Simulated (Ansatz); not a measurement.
SnSe2 built on the fluorite prototype: a band-structure calculation in Ansatz 0.2.0 (PBE). Cell and atoms come from a relaxation with r2SCAN.

Input (YAML):
```yaml
crystal:
  lattice:
    - [0.0, 3.4068553671, 3.4068553671]
    - [3.4068553671, 0.0, 3.4068553671]
    - [3.4068553671, 3.4068553671, 0.0]
  atoms:
    - { symbol: Sn, position: [0.0, 0.0, 0.0] }
    - { symbol: Se, position: [0.25, 0.25, 0.25] }
    - { symbol: Se, position: [0.75, 0.75, 0.75] }
kpoints:
  mp_grid: { grid: [6, 6, 6] }
  band_path:
    path:
      - [[0.0, 0.0, 0.0], [0.5, 3.365152270525e-35, 0.5], [0.625, 0.25, 0.625]]
      - [[0.375, 0.375, 0.75], [0.0, 0.0, 0.0], [0.5, 0.5, 0.5], [0.5, 0.25, 0.75], [0.5, 3.365152270525e-35, 0.5]]
    npoints: 10
hamiltonian:
  xc: pbe
scf:
  occupations: { method: fermi_dirac, width: 0.02 }
  n_extra_bands: 4
output:
  forces: true
  stress: true
  eigenvalues: true
```

Command: `ansatz run input.yaml --threads 2 --pin off --max-ram 2211MiB --backend cpu --events-out ev --progress --plain --runs-dir out`. It took 3.1 s on 2 threads of Intel(R) Xeon(R) Platinum 8488C (Sapphire Rapids), on a shared host, load about 0.8 per core; peak host memory 0.39 GiB.

What the program printed (shortened):
```
Functional definition: PBE
Crystal: 3 atoms, lattice volume = 79.084 Å³
Basis set: ecut = 420 eV, 1471 PW (Γ)
Bands: 27, of which v1, the nominal top of the filled ones, is band 23 counted from 1 (22 counted from 0)
Symmetry: 48 space group operations
Space group: Fm-3m (ITA 225)
k-points: 16 of 216
SCF iter   1: HF=-16962.065647 eV  Δρ=1.43e-3  dr2=2.35e-3
SCF iter   2: HF=-16962.065463 eV  Δρ=6.23e-4  dr2=6.52e-4
SCF iter   3: HF=-16962.065356 eV  Δρ=5.10e-4  dr2=1.73e-4
SCF iter   4: HF=-16962.065239 eV  Δρ=1.17e-4  dr2=7.95e-6
SCF iter   5: HF=-16962.065246 eV  Δρ=3.22e-5  dr2=1.49e-6
SCF iter   6: HF=-16962.065246 eV  Δρ=8.61e-6  dr2=9.38e-8
SCF 1 converged in 6 iterations: F = -16962.065246 eV  dr2 = 9.38e-8
SCF converged after 6 iterations
Free energy (F): -16962.065246 eV
Internal energy: -16962.055874 eV  (E = F + TS)
E sigma→0 (E₀):  -16962.060560 eV
Entropy (-TS):   -0.009372 eV (-3.124 meV/atom)
Fermi energy:    8.421325 eV
--- Stress (GPa, compression-positive) ---
        1.569753       0.000000       0.000000
        0.000000       1.569753       0.000000
        0.000000       0.000000       1.569753
  P = ⅓ Tr σ = 1.5698 GPa (15.698 kbar)
--- Band table (eV; the first three rows and the last of 16) ---
  k-point 0: bands = […, 4.4046, 5.5517, 5.5517, 5.5517, 6.9442, 6.9442, 6.9442, 10.4181, 10.4181, 10.4181]
  k-point 1: bands = […, 3.4324, 5.4045, 5.4387, 5.4387, 6.8242, 6.8242, 8.2322, 10.6999, 10.7467, 10.7467]
  k-point 2: bands = […, 2.2587, 5.2798, 5.2798, 5.4610, 6.5139, 6.5139, 9.1691, 11.7190, 11.7190, 12.4874]
  k-point 15: bands = […, 0.5243, 3.5077, 4.6342, 6.7513, 7.8814, 8.7044, 8.9604, 12.2614, 12.3271, 13.4016]
```

The rows of the band table are 0: (0, 0, 0) = Γ, 1: (0, 0, 1/6), 2: (0, 0, 1/3), 15: (1/6, -1/2, -1/3).

Levels along the path, in eV from the valence top (v1 is the last filled band, c1 the first empty one):
```tsv
point	distance (1/Å)	v3	v2	v1	c1	c2	c3
Γ	0.00	-3.25	-1.86	-1.86	-1.86	1.62	1.62
·	0.46	-1.76	-1.27	-0.91	-0.91	1.26	3.33
X	0.92	-1.61	-0.21	-0.21	0.29	2.23	4.99
·	1.09	-1.36	-0.75	-0.41	0.25	2.84	4.42
U	1.25	-1.67	-0.89	-0.76	0.11	3.78	3.90
K	1.25	-1.67	-0.89	-0.76	0.11	3.78	3.90
·	1.64	-3.30	-2.29	-0.56	-0.13	2.58	3.24
·	2.13	-3.22	-1.93	-1.77	-1.62	1.61	1.63
Γ	2.23	-3.25	-1.86	-1.86	-1.86	1.62	1.62
·	2.55	-3.39	-2.03	-2.03	-0.30	2.10	2.10
·	2.94	-3.33	-2.44	-2.44	0.66	3.59	3.59
L	3.02	-3.32	-2.46	-2.46	0.70	3.68	3.68
·	3.29	-3.38	-1.60	-1.25	0.20	3.59	3.94
·	3.61	-3.22	-0.62	-0.06	0.01	3.06	4.15
W	3.68	-3.21	-0.65	0.00	0.05	3.04	4.14
·	3.86	-1.81	-1.02	-0.12	0.18	3.38	3.62
·	4.09	-1.59	-0.28	-0.21	0.29	2.29	4.91
X	4.14	-1.61	-0.21	-0.21	0.29	2.23	4.99
```

With PBE the bands overlap by 1.86 eV (counted from 1, band 23 peaks at W and band 24 bottoms out at Γ): no gap. The gap is the least over the mesh and the extra points. The mean pressure is +1.57 GPa (compression positive), so PBE would enlarge the cell's volume.

Simulation only: spin-unpolarised, and no claim that this is the phase found in nature.

Spin-orbit coupling is left out, which matters wherever the heavy atoms make up the band edges.

Where bands overlap, v1 and c1 are numbered by the electron count and aren't everywhere filled or empty.

Where bands overlap the cell is a metal at that level, and these k meshes limit energies, forces and stress.
